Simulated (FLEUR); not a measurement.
Here is a FLEUR MaX-R8.1 (later development tree) calculation.

File inp.xml:

```xml
<?xml version="1.0" encoding="UTF-8" standalone="no"?>
<fleurInput fleurInputVersion="0.39">
   <comment>
      CuAu                                                                                                
   </comment>
   <calculationSetup>
      <cutoffs Kmax="4.14" Gmax="12.8" GmaxXC="12.8" numbands="0"/>
      <scfLoop itmax="80" minDistance="0.0001" maxIterBroyd="30" imix="Anderson" alpha="0.05" precondParam="0.0" spinf="2.0" sdNocoIR="T"/>
      <coreElectrons ctail="F" frcor="F" kcrel="0" coretail_lmax="0"/>
      <xcFunctional name="LibXC" relativisticCorrections="F">
         <LibXCName exchange="mgga_x_scan" correlation="mgga_c_scan"/>
         <AuxGGA exchange="117" correlation="130"/>
      </xcFunctional>
      <magnetism jspins="1"/>
      <soc l_soc="F" theta="0.0" phi="0.0" spav="F"/>
      <expertModes spex="0" secvar="F"/>
      <geometryOptimization l_f="F" forcealpha="1.0" forcemix="BFGS" epsdisp="0.00001" epsforce="0.00001"/>
      <ldaU l_linMix="F" mixParam="0.05" spinf="1.0"/>
   </calculationSetup>
   <cell>
      <bzIntegration valenceElectrons="38.0" mode="hist" fermiSmearingEnergy="0.00183747">
         <kPointListSelection listName="default-1"/>
         <!-- k-points included here -->
         <xi:include xmlns:xi="http://www.w3.org/2001/XInclude" href="kpts.xml"> </xi:include>
      </bzIntegration>
      <!-- symmetry operations included here -->
      <xi:include xmlns:xi="http://www.w3.org/2001/XInclude" href="sym.xml"> </xi:include>
      <bulkLattice scale="1.0">
         <bravaisMatrix>
            <row-1>    5.3115466751966567     0.0000000000000000     0.0000000000000000</row-1>
            <row-2>    0.0000000000000000     5.3115466751966567     0.0000000000000000</row-2>
            <row-3>    0.0000000000000000     0.0000000000000000     6.9636407691509996</row-3>
         </bravaisMatrix>
      </bulkLattice>
   </cell>
   <atomSpecies>
      <species name="Gold (Au)" element="Au" atomicNumber="79">
         <mtSphere radius="2.37" gridPoints="783" logIncrement="0.017"/>
         <atomicCutoffs lmax="9" lnonsphr="9"/>
         <electronConfig flipSpins="F">
            <coreConfig>(1s1/2) (2s1/2) (2p1/2) (2p3/2) (3s1/2) (3p1/2) (3p3/2) (4s1/2) (3d3/2) (3d5/2) (4p1/2) (4p3/2) (4d3/2) (4d5/2) (4f5/2) (4f7/2)</coreConfig>
            <valenceConfig>(5s1/2) (5p1/2) (5p3/2) (6s1/2) (5d3/2) (5d5/2)</valenceConfig>
            <stateOccupation state="(6s1/2)" spinUp="0.500000" spinDown="0.500000"/>
         </electronConfig>
         <energyParameters s="6" p="6" d="5" f="5"/>
         <lo type="SCLO" l="0" n="5" eDeriv="0"/>
         <lo type="SCLO" l="1" n="5" eDeriv="0"/>
         <lo type="SCLO" l="1" n="5" eDeriv="1"/>
         <lo type="SCLO" l="2" n="5" eDeriv="2"/>
         <lo type="SCLO" l="3" n="5" eDeriv="2"/>
      </species>
      <species name="Copper (Cu)" element="Cu" atomicNumber="29">
         <mtSphere radius="2.37" gridPoints="783" logIncrement="0.016"/>
         <atomicCutoffs lmax="9" lnonsphr="9"/>
         <electronConfig flipSpins="F">
            <coreConfig>(1s1/2) (2s1/2) (2p1/2) (2p3/2)</coreConfig>
            <valenceConfig>(3s1/2) (3p1/2) (3p3/2) (4s1/2) (3d3/2) (3d5/2)</valenceConfig>
            <stateOccupation state="(4s1/2)" spinUp="0.500000" spinDown="0.500000"/>
         </electronConfig>
         <energyParameters s="4" p="4" d="3" f="4"/>
         <lo type="SCLO" l="0" n="3" eDeriv="0"/>
         <lo type="SCLO" l="1" n="3" eDeriv="0"/>
         <lo type="SCLO" l="1" n="3" eDeriv="1"/>
         <lo type="SCLO" l="2" n="3" eDeriv="2"/>
         <lo type="SCLO" l="3" n="4" eDeriv="2"/>
      </species>
   </atomSpecies>
   <atomGroups>
      <atomGroup species="Gold (Au)">
         <relPos label="                   1">.0000000000 .0000000000 .0000000000</relPos>
         <force calculate="T" relaxXYZ="TTT"/>
      </atomGroup>
      <atomGroup species="Copper (Cu)">
         <relPos label="                   2">1.000/2.000 1.000/2.000 1.000/2.000</relPos>
         <force calculate="T" relaxXYZ="TTT"/>
      </atomGroup>
   </atomGroups>
   <output dos="F" band="F" slice="F">
      <checks vchk="F" cdinf="F"/>
      <bandDOS minEnergy="-.5*Htr" maxEnergy="0.5*Htr" sigma="0.015" storeEVData="T"/>
      <vacuumDOS vacdos="F" integ="F" star="F" nstars="0" locx1="0.0" locy1="0.0" locx2="0.0" locy2="0.0" nstm="0" tworkf="0.0"/>
      <unfoldingBand unfoldBand="F" supercellX="1" supercellY="1" supercellZ="1"/>
      <plotting iplot="0" polar="F">
         <plot TwoD="T" vec1="  1.0  0.0  0.0" vec2="  0.0  1.0  0.0" vec3="  0.0  0.0  1.0" zero="  0.0  0.0  0.0" file="plot"/>
      </plotting>
      <chargeDensitySlicing numkpt="0" minEigenval="0.0" maxEigenval="0.0" nnne="0" pallst="F"/>
      <specialOutput eonly="F"/>
      <moessbauerParams electricFieldGradient="T" isomerShift="T" coreHyperfine="T" valenceHyperfine="T"/>
      <magneticCircularDichroism mcd="F" energyLo="-10.0" energyUp="0.0"/>
   </output>
  <!-- We include the file relax.xml here to enable relaxations (see documentation) -->
  <xi:include xmlns:xi="http://www.w3.org/2001/XInclude" href="relax.xml"> <xi:fallback/> </xi:include>
</fleurInput>
```

The input crystal.txt:

```
CuAu
&input cartesian=F /
2.8107494552  0.0000000000  0.0000000000
0.0000000000  2.8107494552  0.0000000000
0.0000000000  0.0000000000  3.6850000000
1.8897261246
1.0 1.0 1.0

2
79 0.0000000000  0.0000000000  0.0000000000
29 0.5000000000  0.5000000000  0.5000000000

&kpt div1=9 div2=9 div3=7 gamma=T /
```

File inp.xml (bands):

```
<?xml version="1.0" encoding="UTF-8" standalone="no"?>
<fleurInput fleurInputVersion="0.39">
   <comment>
      CuAu                                                                                                
   </comment>
   <calculationSetup>
      <cutoffs Kmax="4.14" Gmax="12.8" GmaxXC="12.8" numbands="0"/>
      <scfLoop itmax="80" minDistance="0.0001" maxIterBroyd="30" imix="Anderson" alpha="0.05" precondParam="0.0" spinf="2.0" sdNocoIR="T"/>
      <coreElectrons ctail="F" frcor="F" kcrel="0" coretail_lmax="0"/>
      <xcFunctional name="LibXC" relativisticCorrections="F">
         <LibXCName exchange="mgga_x_scan" correlation="mgga_c_scan"/>
         <AuxGGA exchange="117" correlation="130"/>
      </xcFunctional>
      <magnetism jspins="1"/>
      <soc l_soc="F" theta="0.0" phi="0.0" spav="F"/>
      <expertModes spex="0" secvar="F"/>
      <geometryOptimization l_f="F" forcealpha="1.0" forcemix="BFGS" epsdisp="0.00001" epsforce="0.00001"/>
      <ldaU l_linMix="F" mixParam="0.05" spinf="1.0"/>
   </calculationSetup>
   <cell>
      <bzIntegration valenceElectrons="38.0" mode="hist" fermiSmearingEnergy="0.00183747">
         <kPointListSelection listName="path-1"/>
         <!-- k-points included here -->
         <xi:include xmlns:xi="http://www.w3.org/2001/XInclude" href="kpts.xml"> </xi:include>
      </bzIntegration>
      <!-- symmetry operations included here -->
      <xi:include xmlns:xi="http://www.w3.org/2001/XInclude" href="sym.xml"> </xi:include>
      <bulkLattice scale="1.0">
         <bravaisMatrix>
            <row-1>    5.3115466751966567     0.0000000000000000     0.0000000000000000</row-1>
            <row-2>    0.0000000000000000     5.3115466751966567     0.0000000000000000</row-2>
            <row-3>    0.0000000000000000     0.0000000000000000     6.9636407691509996</row-3>
         </bravaisMatrix>
      </bulkLattice>
   </cell>
   <atomSpecies>
      <species name="Gold (Au)" element="Au" atomicNumber="79">
         <mtSphere radius="2.37" gridPoints="783" logIncrement="0.017"/>
         <atomicCutoffs lmax="9" lnonsphr="9"/>
         <electronConfig flipSpins="F">
            <coreConfig>(1s1/2) (2s1/2) (2p1/2) (2p3/2) (3s1/2) (3p1/2) (3p3/2) (4s1/2) (3d3/2) (3d5/2) (4p1/2) (4p3/2) (4d3/2) (4d5/2) (4f5/2) (4f7/2)</coreConfig>
            <valenceConfig>(5s1/2) (5p1/2) (5p3/2) (6s1/2) (5d3/2) (5d5/2)</valenceConfig>
            <stateOccupation state="(6s1/2)" spinUp="0.500000" spinDown="0.500000"/>
         </electronConfig>
         <energyParameters s="6" p="6" d="5" f="5"/>
         <lo type="SCLO" l="0" n="5" eDeriv="0"/>
         <lo type="SCLO" l="1" n="5" eDeriv="0"/>
         <lo type="SCLO" l="1" n="5" eDeriv="1"/>
         <lo type="SCLO" l="2" n="5" eDeriv="2"/>
         <lo type="SCLO" l="3" n="5" eDeriv="2"/>
      </species>
      <species name="Copper (Cu)" element="Cu" atomicNumber="29">
         <mtSphere radius="2.37" gridPoints="783" logIncrement="0.016"/>
         <atomicCutoffs lmax="9" lnonsphr="9"/>
         <electronConfig flipSpins="F">
            <coreConfig>(1s1/2) (2s1/2) (2p1/2) (2p3/2)</coreConfig>
            <valenceConfig>(3s1/2) (3p1/2) (3p3/2) (4s1/2) (3d3/2) (3d5/2)</valenceConfig>
            <stateOccupation state="(4s1/2)" spinUp="0.500000" spinDown="0.500000"/>
         </electronConfig>
         <energyParameters s="4" p="4" d="3" f="4"/>
         <lo type="SCLO" l="0" n="3" eDeriv="0"/>
         <lo type="SCLO" l="1" n="3" eDeriv="0"/>
         <lo type="SCLO" l="1" n="3" eDeriv="1"/>
         <lo type="SCLO" l="2" n="3" eDeriv="2"/>
         <lo type="SCLO" l="3" n="4" eDeriv="2"/>
      </species>
   </atomSpecies>
   <atomGroups>
      <atomGroup species="Gold (Au)">
         <relPos label="                   1">.0000000000 .0000000000 .0000000000</relPos>
         <force calculate="T" relaxXYZ="TTT"/>
      </atomGroup>
      <atomGroup species="Copper (Cu)">
         <relPos label="                   2">1.000/2.000 1.000/2.000 1.000/2.000</relPos>
         <force calculate="T" relaxXYZ="TTT"/>
      </atomGroup>
   </atomGroups>
   <output dos="F" band="T" slice="F">
      <checks vchk="F" cdinf="F"/>
      <bandDOS minEnergy="-.5*Htr" maxEnergy="0.5*Htr" sigma="0.015" storeEVData="T"/>
      <vacuumDOS vacdos="F" integ="F" star="F" nstars="0" locx1="0.0" locy1="0.0" locx2="0.0" locy2="0.0" nstm="0" tworkf="0.0"/>
      <unfoldingBand unfoldBand="F" supercellX="1" supercellY="1" supercellZ="1"/>
      <plotting iplot="0" polar="F">
         <plot TwoD="T" vec1="  1.0  0.0  0.0" vec2="  0.0  1.0  0.0" vec3="  0.0  0.0  1.0" zero="  0.0  0.0  0.0" file="plot"/>
      </plotting>
      <chargeDensitySlicing numkpt="0" minEigenval="0.0" maxEigenval="0.0" nnne="0" pallst="F"/>
      <specialOutput eonly="F"/>
      <moessbauerParams electricFieldGradient="T" isomerShift="T" coreHyperfine="T" valenceHyperfine="T"/>
      <magneticCircularDichroism mcd="F" energyLo="-10.0" energyUp="0.0"/>
   </output>
  <!-- We include the file relax.xml here to enable relaxations (see documentation) -->
  <xi:include xmlns:xi="http://www.w3.org/2001/XInclude" href="relax.xml"> <xi:fallback/> </xi:include>
</fleurInput>
```

Potentials or basis: all-electron, FLAPW.

Run with:

```console
$ inpgen -f crystal.txt -profile fastHighL
$ # inp.xml edited to the form shown
$ fleur_MPI
$ fleur_MPI   # second run, on inp.xml (bands)
```

(1) Estimate the band gap along the path.

## Answers

(1) none (metal or under the smearing width).

Caveat: the meta-GGA is that of a development version, with a GGA for the radial functions and cores and without core tails; spin-orbit coupling is left out, which moves the levels of the heavy elements.
